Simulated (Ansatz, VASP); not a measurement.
**Two plane-wave programs on ZnAu**

The input INCAR:

```
SYSTEM = ZnAu
PREC     = Accurate       ! precision mode
ENCUT    = 520            ! plane-wave cutoff, eV
EDIFF    = 1E-6           ! SCF threshold, eV
ISMEAR   = 0              ! smearing method
SIGMA    = 0.05           ! smearing width, eV
LREAL    = .FALSE.        ! projectors in reciprocal space
LASPH    = .TRUE.         ! aspherical terms in the spheres
NELM     = 60             ! most SCF steps
ALGO     = Fast           ! electronic algorithm
ISIF     = 2              ! what is computed and relaxed
LWAVE    = .FALSE.        ! write WAVECAR
LCHARG   = .FALSE.        ! write CHGCAR
GGA      = PE             ! functional
NBANDS   = 18             ! bands
```

The input KPOINTS:

```
regular mesh
0
G
  6 6 6
  0 0 0
```

File POSCAR:

```
ZnAu
1.0
    3.1901071976      0.0000000000      0.0000000000
    0.0000000000      3.1901071976      0.0000000000
    0.0000000000      0.0000000000      3.1901071976
Zn Au
1 1
Direct
    0.5000000000      0.5000000000      0.5000000000
    0.0000000000      0.0000000000      0.0000000000
```

Input for Ansatz:

```yaml
crystal:
  lattice:
    - [3.1901071976, 0.0, 0.0]
    - [0.0, 3.1901071976, 0.0]
    - [0.0, 0.0, 3.1901071976]
  atoms:
    - { symbol: Zn, position: [0.5, 0.5, 0.5] }
    - { symbol: Au, position: [0.0, 0.0, 0.0] }
basis:
  ecutwfc: 420
  ecutrho_ratio: 4
kpoints:
  mp_grid: { grid: [6, 6, 6] }
hamiltonian:
  xc: pbe
scf:
  occupations: { method: gaussian, width: 0.05 }
output:
  forces: true
  stress: true
  eigenvalues: true
```

Alike in both runs: task single point; functional PBE; k mesh 6 × 6 × 6; occupations gaussian, width 0.05 eV; no spin polarisation.

|  | VASP | Ansatz |
| --- | --- | --- |
| version | VASP 6.6.1 | Ansatz 0.2.0 |
| potentials or method | VASP PAW PBE potentials, release 64 (Zn, Au) | scalar-relativistic, plane waves, PAW |
| plane-wave cutoff (eV) | 520 | 420 |
| valence electrons in the cell | 23 | 31 |

```csv
,VASP,Ansatz,Ansatz less VASP
gap on the k mesh at the Fermi level (eV),none,none,-
pressure (GPa),0.1,0.0,-0.10
```

A gap of «none» marks a metal or a gap that the smearing closes. The two sets of potentials don't hold the same shells in valence.

The runs have no spin-orbit coupling, so splittings on Au are missing.
